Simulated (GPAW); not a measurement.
# BN (P6_3/mmc) in GPAW: G0W0 quasiparticle levels with LDA

Aim: the G0W0 quasiparticle levels of BN with LDA.

Program: GPAW 26.7.0. These are calculated values, not measurements. Logs are shortened: lines on timing, memory, paths and dates and some standing lists are left out, and cuts for length are marked. The log counts tension as positive stress, the text compression.

## 1. Starting point

The structure is hexagonal, space group P6_3/mmc (No. 194). The conventional cell has a = 2.498 Å, b = 2.498 Å, c = 6.636 Å, α = 90.00°, β = 90.00°, γ = 120.00°. N (site symmetry -6m2) is surrounded by 3 B at 1.44 Å. Around B (site symmetry -6m2) lie 3 N at 1.44 Å.

## 2. G0W0 quasiparticle levels, LDA

run.py reads:

```python
import json
import numpy as np
from ase import Atoms
from ase.dft.bandgap import bandgap
from ase.io import write
from gpaw import GPAW, PW
from gpaw.response.g0w0 import G0W0

atoms = Atoms(['N', 'N', 'B', 'B'],
              cell=[[2.49824, 0.0, 0.0],
                    [-1.24912, 2.1635393048, 0.0],
                    [0.0, 0.0, 6.6357]],
              scaled_positions=[[0.6666666667, 0.3333333333, 0.25],
                                [0.3333333333, 0.6666666667, 0.75],
                                [0.6666666667, 0.3333333333, 0.75],
                                [0.3333333333, 0.6666666667, 0.25]],
              pbc=True)

calc = GPAW(mode=PW(600),
            xc='LDA',
            kpts={'size': (6, 6, 2), 'gamma': True},
            occupations={'name': 'fermi-dirac', 'width': 0.001},
            nbands=18,
            convergence={'density': 1e-06},
            maxiter=150,
            txt='gpaw.txt')
atoms.calc = calc
energy = atoms.get_potential_energy()
calc.write('gs.gpw')
write('result.traj', atoms)
print(f'Energy: {energy:.6f} eV')
print('Fermi level:', round(calc.get_fermi_level(), 4), 'eV')
print(f'Gap: {bandgap(calc)[0]:.4f} eV, direct: {bandgap(calc, direct=True)[0]:.4f} eV')

calc.diagonalize_full_hamiltonian(nbands=153)
calc.write('full.gpw', mode='all')

ibz = calc.get_ibz_k_points()
gap, vbm, cbm = bandgap(calc, output=None)
gap, direct, _ = bandgap(calc, direct=True, output=None)
gamma = int(np.abs(ibz).sum(1).argmin())
kpts = sorted({gamma, vbm[1], cbm[1], direct[1]})
gw = G0W0(calc='full.gpw',
          filename='gw',
          ecut=150,
          ecut_extrapolation=True,
          relbands=(-2, 2),
          kpts=kpts,
          integrate_gamma='WS',
          ppa=True)
gw.calculate()
results = {mode: {key: np.asarray(r[key]).tolist() for key in ['f', 'eps', 'vxc', 'exx', 'sigma', 'Z', 'qp', 'sigma_eskn']}
           for mode, r in gw.all_results.items()}
json.dump({'kpts': ibz[kpts].tolist(), 'results': results}, open('gw.json', 'w'))
for mode, r in results.items():
    f, qp = np.array(r['f']), np.array(r['qp'])
    print(mode, 'quasiparticle energies (eV):')
    print(qp.round(3))
    print(mode, 'gap:', round(qp[f < 0.5].min() - qp[f > 0.5].max(), 4), 'eV')
```

Potentials or basis: the program's PAW data sets (release 1.2.1) made for this functional, pw.

Run with:

```sh
> OMP_NUM_THREADS=1 python run.py
```

gpaw.txt:

```text
__  _  _
 | _ |_)|_||  |
 |__||  | ||/\| - 26.7.0

Input parameters:
  mode=PW(ecut=600.0),
  convergence={'density': 1e-06},
  kpts=MonkhorstPack(size=(6, 6, 2), gamma=True),
  maxiter=150,
  nbands=18,
  occupations=Occupations(name='fermi-dirac', width=0.001),
  xc=XC(name='LDA')

Diagonalizing LCAO Hamiltonian
Converting LCAO to pw mode

        N B

        B N

Atoms  # Å, Bohr magnetons
|   | symbol |         x |        y |        z |    initial magnetic moments |
|---|--------|-----------|----------|----------|-----------------------------|
| 0 |      N |  1.249120 | 0.721180 | 1.658925 | ( 0.0000,  0.0000,  0.0000) |
| 1 |      N | -0.000000 | 1.442360 | 4.976775 | ( 0.0000,  0.0000,  0.0000) |
| 2 |      B |  1.249120 | 0.721180 | 4.976775 | ( 0.0000,  0.0000,  0.0000) |
| 3 |      B | -0.000000 | 1.442360 | 1.658925 | ( 0.0000,  0.0000,  0.0000) |

Unit cell  # Å
| periodic |         x |        y |        z |  lengths |     angles |
|----------|-----------|----------|----------|----------|------------|
|      yes |  2.498240 | 0.000000 | 0.000000 | 2.498240 |  90.000000 |
|      yes | -1.249120 | 2.163539 | 0.000000 | 2.498240 |  90.000000 |
|      yes |  0.000000 | 0.000000 | 6.635700 | 6.635700 | 120.000000 |

Number of symmetries: 12
Symmetry operations  # r_c * U_cc + t_c -> r_c
|    | kind |            matrix            |
|----|------|------------------------------|
|  0 |  σ   |  1, 1, 0,  0,-1, 0,  0, 0, 1 |
|  1 |  S6  |  1, 1, 0, -1, 0, 0,  0, 0,-1 |
|  2 |  E   |  1, 0, 0,  0, 1, 0,  0, 0, 1 |
|  3 |  C2  |  1, 0, 0, -1,-1, 0,  0, 0,-1 |
|  4 |  C2  |  0, 1, 0,  1, 0, 0,  0, 0,-1 |
|  5 |  C3  |  0, 1, 0, -1,-1, 0,  0, 0, 1 |
|  6 |  S6  |  0,-1, 0,  1, 1, 0,  0, 0,-1 |
|  7 |  σ   |  0,-1, 0, -1, 0, 0,  0, 0, 1 |
|  8 |  σ   | -1, 0, 0,  1, 1, 0,  0, 0, 1 |
|  9 |  i   | -1, 0, 0,  0,-1, 0,  0, 0,-1 |
| 10 |  C3  | -1,-1, 0,  1, 0, 0,  0, 0, 1 |
| 11 |  C2  | -1,-1, 0,  0, 1, 0,  0, 0,-1 |

BZ-sampling:
  Number of BZ points: 72
  Number of IBZ points: 14

  Monkhorst-Pack size: [6, 6, 2]
  Monkhorst-Pack shift: [0.08333333333333333, 0.08333333333333333, 0.25]

K-points  # in reciprocal-cell coordinates
|     |                                coordinates |     weight |
|-----|--------------------------------------------|------------|
|   0 | (  0.00000000,   0.00000000,   0.00000000) | 0.01388889 |
|   1 | (  0.00000000,   0.00000000,   0.50000000) | 0.01388889 |
|   2 | (  0.16666667,   0.00000000,   0.00000000) | 0.08333333 |
|   3 | (  0.16666667,   0.00000000,   0.50000000) | 0.08333333 |
|   4 | (  0.33333333,  -0.16666667,   0.00000000) | 0.08333333 |
|   5 | (  0.33333333,  -0.16666667,   0.50000000) | 0.08333333 |
|   6 | (  0.33333333,   0.00000000,   0.00000000) | 0.08333333 |
|   7 | (  0.33333333,   0.00000000,   0.50000000) | 0.08333333 |
|   8 | (  0.33333333,   0.33333333,   0.00000000) | 0.02777778 |
|   9 | (  0.33333333,   0.33333333,   0.50000000) | 0.02777778 |
| ... |                                            |            |
|  13 | (  0.50000000,   0.50000000,   0.50000000) | 0.04166667 |

Plane wave coefficients: 1224
Cutoff: 600.0 eV

Spin-components: 1 (collinear spins)
Bands:           18
Projectors:      20
Spin-degeneracy: 2
Datatype:        complex128

Parallelization:
  kpt:    1
  domain: 1
  band:   1

Density:
  Valence electrons: 16.0
  Components: 1
  Grid points: [15 15 40]
  Charge: 0.0  # |e|

Potential:
  Grid points: [15 15 40]

species:
  N:
    name:    Nitrogen
    Z:       7.0
    valence: 5
    core:    2
    charge:  0.0  # [|e|]
    compensation charges:
      type: gauss
      rc: 0.18  # [Å]
      lmax: 2
    cutoffs:
      filter: 1.11  # [Å]
      core: 0.96  # [Å]
    projectors
    | kind |    occ | energy [eV] | rcut [Å] |
    |------|--------|-------------|----------|
    |   2s |  2.000 |     -18.420 |    0.603 |
    |   2p |  3.000 |      -7.237 |    0.529 |
    |    s |        |       8.791 |    0.603 |
    |    p |        |      19.974 |    0.529 |
    |    d |        |       0.000 |    0.577 |

    Using partial waves for N as LCAO basis

  B:
    name:    Boron
    Z:       5.0
    valence: 3
    core:    2
    charge:  0.0  # [|e|]
    compensation charges:
      type: gauss
      rc: 0.20  # [Å]
      lmax: 2
    cutoffs:
      filter: 1.14  # [Å]
      core: 1.42  # [Å]
    projectors
    | kind |    occ | energy [eV] | rcut [Å] |
    |------|--------|-------------|----------|
    |   2s |  2.000 |      -9.383 |    0.635 |
    |   2p |  1.000 |      -3.714 |    0.635 |
    |    s |        |      17.828 |    0.635 |
    |    p |        |      23.498 |    0.635 |
    |    d |        |       0.000 |    0.635 |

    Using partial waves for B as LCAO basis

Reference energy: -4266.977455  # eV

eigensolver:
  PPCG
  Converge bands: occupied
  niter=2

density mixing:
  MSR1-Mixer
  Pratt-step length: 0.05
  Maximum mixing coefficient: 0.75
  Old densities: 10
  SVD Regularization: 0.005
  Good broyden scale: 1.0
  Trust region scale: 1.0
  Backstep threshold: 4.0
  History deletion threshold: 6.0
  Fourier metric: weight=20.0, sigma=0.015

occupation numbers:
  Fermi-Dirac:
    width: 0.0010  # eV

poisson solver:
  ecut: 4800.0  # eV

xc functional:
  name: None

convergence criteria:
- Maximum integral of absolute [dens]ity change: 1e-06 electrons / valence electron
- Maximum [total energy] change in last 3 cyles: 0.0005 eV / valence electron
- Maximum integral of absolute [eigenst]ate change: 4e-08 eV^2 / valence electron
maximum number of iterations: 150

SCF iterations
|iter     | |      energy | eigst |  dens |
|---------|-|-------------|-------|-------|
|iter:   1| |  -41.759434 | +0.46 |       |
|iter:   2| |  -41.088639 | -1.33 | -0.64 |
|iter:   3| |  -38.417758 | -0.84 | -0.69 |
|iter:   4| |  -38.345382 | -2.27 | -1.34 |
|iter:   5| |  -38.337904 | -3.09 | -1.74 |
|iter:   6| |  -38.337767c| -4.51 | -2.34 |
|iter:   7| |  -38.337768c| -6.15 | -3.50 |
|iter:   8| |  -38.337768c| -7.64c| -4.11 |
|iter:   9| |  -38.337768c| -7.75c| -4.82 |
|iter:  10| |  -38.337768c| -8.72c| -5.64 |
|iter:  11| |  -38.337768c| -9.56c| -6.26c|

Converged in 11 steps
Energy contributions relative to reference atoms: (reference = -4266.977455)

Energy contributions:
  Kinetic:          34.892296
  Coulomb:         -34.558426
  Zero:             -0.007654
  External:          0.000000
  Xc:              -38.663984
  Entropy:          -0.000000
  Spinorbit:         0.000000
  ----------------------------
  Free energy:     -38.337768
  Extrapolated:    -38.337768

dipole moment: (0.000001, 0.000002, 0.000007)  # |e|*Ang

Fermi level: 4.659
Eigenvalues  # (at kpt = [0.000, 0.000, 0.000])
| band index |      eig [eV] | occ [0-2] |
|------------|---------------|-----------|
|          0 |       -13.861 |     2.000 |
|          1 |       -13.546 |     2.000 |
|          2 |        -2.573 |     2.000 |
|          3 |        -0.353 |     2.000 |
|          4 |         2.471 |     2.000 |
|          5 |         2.471 |     2.000 |
|          6 |         2.511 |     2.000 |
|          7 |         2.511 |     2.000 |
|          8 |         8.736 |     0.000 |
|          9 |        13.867 |     0.000 |
|         10 |        15.296 |     0.000 |
|         11 |        15.296 |     0.000 |
|         12 |        15.423 |     0.000 |
|         13 |        15.423 |     0.000 |
|         14 |        16.218 |     0.000 |
|         15 |        16.742 |     0.000 |
|        ... |               |           |
|         17 |        20.173 |     0.000 |

Gap: 4.090 eV
Transition (v -> c):
  (s=0, k=9, n=7, [0.33, 0.33, 0.50]) -> (s=0, k=12, n=8, [0.50, 0.50, 0.00])
Direct/indirect transitions are different
Direct gap: 4.515 eV
Transition at: (s=0, k=9, n=7, [0.33, 0.33, 0.50])
# Writing to gs.gpw (mode='')

Matrix size: 1224x1224
# Writing to full.gpw (mode='all')
```

stdout:

```text
Energy: -38.337768 eV
Fermi level: 4.6593 eV
Gap: 4.0896 eV, direct: 4.5146 eV
IBZ(<points: 14, symmetries: 12>)
Occupied bands: 8
Calculating eigenvalues:
  k-points: 3
  Bands: 6-9 (inclusive)
HSE06-eigenvalue shifts:
  min: -4.228 eV
  ave: 1.083 eV
  max: 7.047 eV
GW quasiparticle energies (eV):
[[[ 1.245  1.245  9.329 14.963]
  [ 2.821  2.821  9.316  9.316]
  [ 1.206  2.338  8.797 10.414]]]
GW gap: 5.9763 eV
```

gw.w.txt:

```text
FrequencyGridDescriptor(from 0.000+0.000j to 0.000+27.211j eV, 2 points)
FrequencyGridDescriptor(from 0.000+0.000j to 0.000+27.211j eV, 2 points)

BZ k-points: Symmetries present (total): 12

72 k-points: 6 x 6 x 2 Monkhorst-Pack grid + [1/12,1/12,1/4]
14 k-points in the irreducible part of the Brillouin zone
       k-points in crystal coordinates                weights
[... 151 lines left out ...]
   9   0.000  13.867 -14.853  -7.806  -5.526  -0.387   0.721  14.963
[... 9 lines left out ...]
k-point 2 (12): (0.500, 0.500, 0.000)                GW
band       f     eps     vxc     exx   sigma  dsigma       Z      qp
                                                                   GW
   6   1.000   2.304 -15.488 -19.020   2.144  -0.264   0.791   1.206
   7   1.000   3.358 -17.109 -20.453   2.064  -0.256   0.796   2.338
   8   0.000   7.885 -11.209  -5.826  -4.293  -0.195   0.837   8.797
   9   0.000   9.337 -13.592  -7.680  -4.599  -0.219   0.820  10.414
```

Run time: 3.1 min. Hardware: 1 thread of Intel Xeon 6975P-C (Granite Rapids), shared host; peak memory 0.39 GiB.

What came out:

| Item | Value |
| --- | --- |
| Free energy | -38.3378 eV |
| Band gap on the k mesh, mean-field level | 4.09 eV, indirect (least direct gap 4.51 eV) |
| Quasiparticle gap | 5.98 eV |
| Least direct quasiparticle gap | 6.46 eV |

Levels at points of the mesh, in eV from the valence-band top:
| k point | band 5 | band 6 | band 7 | band 8 | band 9 | band 10 | band 11 | band 12 |
| --- | --- | --- | --- | --- | --- | --- | --- | --- |
| (0.00, 0.00, 0.00) | -1.32 | -1.32 | -1.28 | -1.28 | 4.94 | 10.07 | 11.50 | 11.50 |
| (0.00, 0.00, 0.50) | -1.30 | -1.30 | -1.30 | -1.30 | 7.37 | 7.37 | 11.56 | 11.56 |
| (0.50, 0.50, 0.00) | -4.17 | -4.10 | -1.49 | -0.44 | 4.09 | 5.54 | 9.53 | 10.01 |
| (0.50, 0.50, 0.50) | -4.13 | -4.13 | -0.94 | -0.94 | 4.58 | 4.58 | 9.97 | 9.97 |

Caveat: the k mesh is coarse (spacing up to 0.48 Å⁻¹), so the values aren't converged; the quasiparticle gap is taken among the few k points that were corrected; the long-wavelength limit can be off by a per cent or two. A k mesh can miss the band edges.
